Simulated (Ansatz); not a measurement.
Consider the ligand exchange at the Si–C bond: `[SiH3]C[CH2][GeH3]` + `OCCO` → `OCCO[SiH3]` + `C[CH2][GeH3]`.

Program: Ansatz. Geometries: PBE0-D4/def2-TZVP. ΔE: electronic, gas phase. CBS: MP2 limit from def2 TZ/QZ plus the TZ coupled-cluster correction, frozen cores. This one scheme is used for every species. DFT in def2-TZVPP. B3LYP here is the variant with VWN-RPA as its local correlation; programs differ in this. For Ge outer-core shells are correlated without core-valence functions, which leaves a few kJ/mol of doubt a bond. Scalar relativity is left out up to krypton. Each species was taken in one conformer, which may not be the lowest.

```json
{"level": "PBE-D4", "ΔE (kJ/mol)": "-83.7", "difference from CCSD(T)/CBS": "12.9"}
{"level": "r2SCAN-D4", "ΔE (kJ/mol)": "-95.7", "difference from CCSD(T)/CBS": "0.9"}
{"level": "B3LYP-D4", "ΔE (kJ/mol)": "-99.5", "difference from CCSD(T)/CBS": "-2.9"}
{"level": "ωB97X-V", "ΔE (kJ/mol)": "-96.8", "difference from CCSD(T)/CBS": "-0.2"}
{"level": "ωB97M-V", "ΔE (kJ/mol)": "-95.7", "difference from CCSD(T)/CBS": "0.9"}
{"level": "B2PLYP", "ΔE (kJ/mol)": "-102.2", "difference from CCSD(T)/CBS": "-5.6"}
{"level": "PBE", "ΔE (kJ/mol)": "-85.0", "difference from CCSD(T)/CBS": "11.6"}
{"level": "PBE0", "ΔE (kJ/mol)": "-89.1", "difference from CCSD(T)/CBS": "7.5"}
{"level": "B3LYP", "ΔE (kJ/mol)": "-101.7", "difference from CCSD(T)/CBS": "-5.1"}
{"level": "HF/def2-TZVPP", "ΔE (kJ/mol)": "-117.3", "difference from CCSD(T)/CBS": "-20.7"}
{"level": "MP2/def2-TZVPP", "ΔE (kJ/mol)": "-98.8", "difference from CCSD(T)/CBS": "-2.2"}
{"level": "CCSD/def2-TZVPP", "ΔE (kJ/mol)": "-99.4", "difference from CCSD(T)/CBS": "-2.8"}
{"level": "HF/def2-QZVPP", "ΔE (kJ/mol)": "-118.8", "difference from CCSD(T)/CBS": "-22.2"}
{"level": "MP2/def2-QZVPP", "ΔE (kJ/mol)": "-99.3", "difference from CCSD(T)/CBS": "-2.7"}
{"level": "SCS-MP2/def2-QZVPP", "ΔE (kJ/mol)": "-103.3", "difference from CCSD(T)/CBS": "-6.7"}
{"level": "CCSD/CBS(def2)", "ΔE (kJ/mol)": "-99.3", "difference from CCSD(T)/CBS": "-2.7"}
{"level": "CCSD(T)/CBS", "ΔE (kJ/mol)": "-96.6", "difference from CCSD(T)/CBS": "0"}
```

Largest T1 diagnostic among the species: 0.011.

In def2-TZVPP, CCSD(T) changes the Hartree–Fock value by +20.6 kJ/mol (the triples alone add +2.7 kJ/mol) and MP2 by +18.5 kJ/mol. From PBE to PBE0 (25 % exact exchange), in def2-TZVPP and without D4, ΔE moves by −4.1 kJ/mol.

CCSD(T)/CBS has its own doubt, a few kJ/mol and more with outer-core shells, so smaller differences from it don't rank the levels.
